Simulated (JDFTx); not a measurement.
# HfN (Fm-3m) in JDFTx: further runs

Runs on HfN. Level: PBEsol. Tasks: equation of state.

All numbers are computed with JDFTx 1.7.0 (patched build); they aren't measurements. Logs are shortened: lines on timing, memory, paths and dates and some standing lists are left out, and cuts for length are marked. The log counts tension as positive stress, the text compression.

## (1) The crystal as given

Symmetry: Fm-3m, No. 225, cubic system. The conventional cell has a = 4.512 Å, b = 4.512 Å, c = 4.512 Å, α = 90.00°, β = 90.00°, γ = 90.00°. Around Hf (site symmetry m-3m) lie 6 N at 2.26 Å. N (site symmetry m-3m) is surrounded by 6 Hf at 2.26 Å.

## (2) Equation of state, PBEsol, 10.79 Å³/atom (volume scaled by 0.94)

Input file HfN.in:

```
lattice Face-Centered Cubic 8.3523863680
coords-type Lattice
ion Hf     0.0000000000     0.0000000000     0.0000000000 1
ion N      0.5000000000     0.5000000000     0.5000000000 1

ion-species pseudo/Hf.upf
ion-species pseudo/N.upf
elec-cutoff 42 336
elec-ex-corr gga-PBEsol
kpoint-folding 10 10 10
elec-smearing Fermi 0.0018374661
elec-n-bands 14
electronic-SCF nIterations 100 energyDiffThreshold 1e-09
electronic-minimize nIterations 30 energyDiffThreshold 1e-7
forces-output-coords Cartesian

dump-name run.$VAR
dump End Ecomponents EigStats BandEigs Kpoints Forces Stress ElecDensity Dtot KEdensity
```

Potentials or basis: PseudoDojo-SR-PBEsol-0.4.1-standard with smoothed tails.

On the command line:

```sh
$ jdftx -c 1 -i HfN.in -o HfN.out
```

The log of the run:

```text
*************** JDFTx 1.7.0 (patched build) ***************

Input parsed successfully to the following command list (including defaults):
[... the input with its defaults ...]

---------- Setting up symmetries ----------

Found 48 point-group symmetries of the bravais lattice
Found 48 space-group symmetries with basis
Applied RMS atom displacement 0 bohrs to make symmetries exact.

---------- Initializing the Grid ----------
R =
[            0      4.17619      4.17619  ]
[      4.17619            0      4.17619  ]
[      4.17619      4.17619            0  ]
unit cell volume = 145.671
G =
[  -0.752262   0.752262   0.752262  ]
[   0.752262  -0.752262   0.752262  ]
[   0.752262   0.752262  -0.752262  ]
Minimum fftbox size, Smin = [  52  52  52  ]
Chosen fftbox size, S = [  54  54  54  ]

---------- Initializing tighter grid for wavefunction operations ----------
R =
[            0      4.17619      4.17619  ]
[      4.17619            0      4.17619  ]
[      4.17619      4.17619            0  ]
unit cell volume = 145.671
G =
[  -0.752262   0.752262   0.752262  ]
[   0.752262  -0.752262   0.752262  ]
[   0.752262   0.752262  -0.752262  ]
Minimum fftbox size, Smin = [  36  36  36  ]
Chosen fftbox size, S = [  36  36  36  ]

---------- Exchange Correlation functional ----------
Initalized PBEsol GGA exchange.
Initalized PBEsol GGA correlation.

---------- Setting up pseudopotentials ----------
Width of ionic core gaussian charges (only for fluid interactions / plotting) set to 0

Reading pseudopotential file 'pseudo/Hf.upf':
  'Hf' pseudopotential, 'PBESOL' functional
  Generated using ONCVPSP code by D. R. Hamann
  12 valence electrons, 4 orbitals, 8 projectors, 1001 radial grid points, with lMax = 3
    5S    l: 0   occupation:  2.0   eigenvalue: -2.463722
    5P    l: 1   occupation:  6.0   eigenvalue: -1.307898
    5D    l: 2   occupation:  2.0   eigenvalue: -0.099752
    6S    l: 0   occupation:  2.0   eigenvalue: -0.188562
  Core radius for overlap checks: 2.38 bohrs.

Reading pseudopotential file 'pseudo/N.upf':
  'N' pseudopotential, 'PBESOL' functional
  Generated using ONCVPSP code by D. R. Hamann
  5 valence electrons, 2 orbitals, 4 projectors, 1001 radial grid points, with lMax = 1
    2S    l: 0   occupation:  2.0   eigenvalue: -0.678237
    2P    l: 1   occupation:  3.0   eigenvalue: -0.258576
  Core radius for overlap checks: 1.31 bohrs.

Initialized 2 species with 2 total atoms.

Folded 1 k-points by 10x10x10 to 1000 k-points.

---------- Setting up k-points, bands, fillings ----------
Reduced to 47 k-points under symmetry.
Computing the number of bands and number of electrons
Calculating initial fillings.
nElectrons:  17.000000   nBands: 14   nStates: 47

----- Setting up reduced wavefunction bases (one per k-point) -----
average nbasis = 1894.269 , ideal nbasis = 1893.824

---------- Setting up ewald sum ----------
Optimum gaussian width for ewald sums = 1.896755 bohr.
Real space sum over 1331 unit cells with max indices [  5  5  5  ]
Reciprocal space sum over 2197 terms with max indices [  6  6  6  ]

---------- Allocating electronic variables ----------
Initializing wave functions:  linear combination of atomic orbitals
Hf pseudo-atom occupations:   s ( 2 2 )  p ( 6 )  d ( 2 )
N pseudo-atom occupations:   s ( 2 )  p ( 3 )
	FillingsUpdate:  mu: +0.788735219  nElectrons: 17.000000
LCAOMinimize: Iter:   0  F: -60.0222621250105277  |grad|_K:  8.609e-03  alpha:  1.000e+00
	FillingsUpdate:  mu: +0.763647189  nElectrons: 17.000000
LCAOMinimize: Iter:   1  F: -60.1586621834454363  |grad|_K:  2.942e-03  alpha:  2.387e-01  linmin: -3.615e-01  cgtest:  8.861e-01
LCAOMinimize: Encountered beta<0, resetting CG.
[... 9 lines of inner loops ...]
LCAOMinimize: Iter:   5  F: -60.1731684139097140  |grad|_K:  5.756e-08  alpha:  9.636e-01  linmin: -1.806e-05  cgtest:  5.576e-02
	FillingsUpdate:  mu: +0.757302488  nElectrons: 17.000000
LCAOMinimize: Iter:   6  F: -60.1731684139170042  |grad|_K:  2.496e-08  alpha:  4.146e-01  linmin:  1.297e-02  cgtest: -3.077e-02
LCAOMinimize: Converged (|Delta F|<1.000000e-06 for 2 iters).

-------- Electronic minimization -----------
Will mix electronic density at each iteration.
	FillingsUpdate:  mu: +0.757302488  nElectrons: 17.000000
	FillingsUpdate:  mu: +0.738126502  nElectrons: 17.000000
SCF: Cycle:  0   F: -60.219245850124203   dF: -4.608e-02   |Residual|: 7.626e-02   |deigs|: 1.912e-02
	FillingsUpdate:  mu: +0.733966683  nElectrons: 17.000000
SCF: Cycle:  1   F: -60.222510015197912   dF: -3.264e-03   |Residual|: 2.403e-02   |deigs|: 8.471e-03
	FillingsUpdate:  mu: +0.732724468  nElectrons: 17.000000
SCF: Cycle:  2   F: -60.222848409558026   dF: -3.384e-04   |Residual|: 1.251e-02   |deigs|: 4.340e-03
	FillingsUpdate:  mu: +0.731616710  nElectrons: 17.000000
SCF: Cycle:  3   F: -60.222887740280484   dF: -3.933e-05   |Residual|: 2.178e-03   |deigs|: 2.533e-03
	FillingsUpdate:  mu: +0.731815654  nElectrons: 17.000000
SCF: Cycle:  4   F: -60.222888688597408   dF: -9.483e-07   |Residual|: 9.692e-04   |deigs|: 4.997e-04
	FillingsUpdate:  mu: +0.731726667  nElectrons: 17.000000
SCF: Cycle:  5   F: -60.222889110696485   dF: -4.221e-07   |Residual|: 1.672e-04   |deigs|: 1.860e-04
	FillingsUpdate:  mu: +0.731730976  nElectrons: 17.000000
SCF: Cycle:  6   F: -60.222889129629159   dF: -1.893e-08   |Residual|: 9.702e-05   |deigs|: 2.444e-05
	FillingsUpdate:  mu: +0.731740516  nElectrons: 17.000000
SCF: Cycle:  7   F: -60.222889134409833   dF: -4.781e-09   |Residual|: 2.231e-05   |deigs|: 2.290e-05
	FillingsUpdate:  mu: +0.731739708  nElectrons: 17.000000
SCF: Cycle:  8   F: -60.222889134982708   dF: -5.729e-10   |Residual|: 7.276e-06   |deigs|: 1.457e-05
	FillingsUpdate:  mu: +0.731739629  nElectrons: 17.000000
SCF: Cycle:  9   F: -60.222889135113519   dF: -1.308e-10   |Residual|: 8.835e-06   |deigs|: 1.235e-05
SCF: Converged (|Delta E|<1.000000e-09 for 2 iters).

Setting wave functions to eigenvectors of Hamiltonian

# Stress tensor in Cartesian coordinates [Eh/a0^3]:
[ -0.000567178            0            0  ]
[            0 -0.000567178            0  ]
[            0            0 -0.000567178  ]

# Ionic positions in lattice coordinates:
ion Hf   0.000000000000000   0.000000000000000   0.000000000000000 1
ion N   0.500000000000000   0.500000000000000   0.500000000000000 1

# Forces in Cartesian coordinates:
force Hf  -0.000000000000000   0.000000000000000  -0.000000000000000 1
force N  -0.000000000000000   0.000000000000000  -0.000000000000000 1

# Energy components:
   Eewald =      -54.2126283918405107
       EH =        6.4190011206356123
     Eloc =      -25.1985210661458794
      Enl =        1.6130382633663016
      Exc =      -17.3475069800207251
 Exc_core =        6.6327212105454976
       KE =       21.8712310012104965
-------------------------------------
     Etot =      -60.2226648422492090
       TS =        0.0002242928643123
-------------------------------------
        F =      -60.2228891351135189

IonicMinimize: Iter:   0  F: -60.222889135113519  |grad|_K:  4.556e-41
IonicMinimize: Converged (|grad|_K<1.000000e-04).

#--- Lowdin population analysis ---
# oxidation-state Hf +0.662
# oxidation-state N -0.614

Dumping 'run.eigStats' ...
	eMin: -1.563491 at state 0 ( [ +0.000000 +0.000000 +0.000000 ] spin 0 )
	HOMO: +0.730291 at state 25 ( [ +0.000000 +0.300000 -0.400000 ] spin 0 )
	mu  : +0.731740
	LUMO: +0.732220 at state 14 ( [ +0.000000 +0.100000 -0.100000 ] spin 0 )
	eMax: +1.148871 at state 45 ( [ +0.200000 +0.400000 -0.300000 ] spin 0 )
	HOMO-LUMO gap: +0.001929
	Optical gap  : +0.055081 at state 6 ( [ +0.000000 +0.100000 +0.100000 ] spin 0 )
Done!
```

Wall time 45 s (1 thread of AMD EPYC 7R43 (Zen 3), shared host); peak memory 0.12 GiB.

What came out:

- Free energy: -1638.7483 eV
- Pressure: 16.7 GPa
- Band gap on the k mesh: none (metal or under the smearing width)
- Loewdin charges: Hf +0.66; N -0.61 e

## (3) Equation of state, PBEsol, 11.02 Å³/atom (volume scaled by 0.96)

HfN.in: that of step 2 with these lines changed.

```diff
@@ -1,2 +1,2 @@
-lattice Face-Centered Cubic 8.3523863680
+lattice Face-Centered Cubic 8.4112079283
 coords-type Lattice
```

Potentials or basis: PseudoDojo-SR-PBEsol-0.4.1-standard with smoothed tails.

On the command line:

```sh
$ jdftx -c 1 -i HfN.in -o HfN.out
```

Wall time 45 s (1 thread of AMD EPYC 7R43 (Zen 3), shared host); peak memory 0.12 GiB.

It converged, with:

```yaml
Free_energy: -1638.7857 eV
Pressure: 9.5 GPa
Band_gap_on_the_k_mesh: none (metal or under the smearing width)
Loewdin_charges: Hf +0.68; N -0.63 e
```

## (4) Equation of state, PBEsol, 11.25 Å³/atom (volume scaled by 0.98)

HfN.in: that of step 3 with these lines changed.

```diff
@@ -1,2 +1,2 @@
-lattice Face-Centered Cubic 8.4112079283
+lattice Face-Centered Cubic 8.4692180919
 coords-type Lattice
```

On the command line:

```sh
$ jdftx -c 1 -i HfN.in -o HfN.out
```

Run time: 51 s. Hardware: 1 thread of AMD EPYC 7R43 (Zen 3), shared host; peak memory 0.13 GiB.

It converged, with:

```
Free energy            : -1638.8035 eV
Pressure               : 3.0 GPa
Band gap on the k mesh : none (metal or under the smearing width)
Loewdin charges        : Hf +0.69; N -0.64 e
```

## (5) Equation of state, PBEsol, 11.48 Å³/atom

HfN.in: that of step 4 with these lines changed.

```diff
@@ -1,2 +1,2 @@
-lattice Face-Centered Cubic 8.4692180919
+lattice Face-Centered Cubic 8.5264442743
 coords-type Lattice
```

On the command line:

```sh
$ jdftx -c 1 -i HfN.in -o HfN.out
```

It took 49 s on 1 thread of AMD EPYC 7R43 (Zen 3), shared host; peak memory 0.12 GiB.

The run converged. Its results:

* Free energy: -1638.8038 eV
* Pressure: -2.8 GPa
* Band gap on the k mesh: none (metal or under the smearing width)
* Loewdin charges: Hf +0.70; N -0.65 e

## (6) Equation of state, PBEsol, 11.71 Å³/atom (volume scaled by 1.02)

HfN.in: that of step 5 with these lines changed.

```diff
@@ -1,2 +1,2 @@
-lattice Face-Centered Cubic 8.5264442743
+lattice Face-Centered Cubic 8.5829124384
 coords-type Lattice
```

Potentials or basis: PseudoDojo-SR-PBEsol-0.4.1-standard with smoothed tails.

On the command line:

```sh
$ jdftx -c 1 -i HfN.in -o HfN.out
```

It took 48 s on 1 thread of AMD EPYC 7R43 (Zen 3), shared host; peak memory 0.13 GiB.

The run converged. Its results:

```
Free energy            : -1638.7883 eV
Pressure               : -8.0 GPa
Band gap on the k mesh : none (metal or under the smearing width)
Loewdin charges        : Hf +0.71; N -0.66 e
```

## (7) Equation of state, PBEsol, 11.94 Å³/atom (volume scaled by 1.04)

HfN.in: that of step 6 with these lines changed.

```diff
@@ -1,2 +1,2 @@
-lattice Face-Centered Cubic 8.5829124384
+lattice Face-Centered Cubic 8.6386471976
 coords-type Lattice
```

On the command line:

```sh
$ jdftx -c 1 -i HfN.in -o HfN.out
```

Run time: 52 s. Hardware: 1 thread of AMD EPYC 7R43 (Zen 3), shared host; peak memory 0.12 GiB.

The run converged. Its results:

```yaml
Free_energy: -1638.7586 eV
Pressure: -12.7 GPa
Band_gap_on_the_k_mesh: none (metal or under the smearing width)
Loewdin_charges: Hf +0.72; N -0.67 e
```

## (8) Equation of state, PBEsol, 12.17 Å³/atom (volume scaled by 1.06)

HfN.in: that of step 7 with these lines changed.

```diff
@@ -1,2 +1,2 @@
-lattice Face-Centered Cubic 8.6386471976
+lattice Face-Centered Cubic 8.6936719118
 coords-type Lattice
```

On the command line:

```sh
$ jdftx -c 1 -i HfN.in -o HfN.out
```

Run time: 51 s. Hardware: 1 thread of AMD EPYC 7R43 (Zen 3), shared host; peak memory 0.13 GiB.

The run converged. Its results:

- Free energy: -1638.7161 eV
- Pressure: -16.9 GPa
- Band gap on the k mesh: none (metal or under the smearing width)
- Loewdin charges: Hf +0.73; N -0.68 e

## (9) Equation of state, PBEsol

Potentials or basis: PseudoDojo-SR-PBEsol-0.4.1-standard with smoothed tails.

No new run: the results of the series are fitted here.

Results:

```yaml
Equilibrium_volume: 11.37 Å³/atom
Bulk_modulus: 287 GPa
Pressure_derivative_of_the_bulk_modulus: 4.3
```

Energy against volume, from the lowest point:
```csv
volume (Å³/atom),energy (meV/atom)
10.793,27.74
11.023,9.05
11.252,0.13
11.482,0.00
11.712,7.76
11.941,22.60
12.171,43.81
```

The run has no spin-orbit coupling, so splittings on Hf are missing.
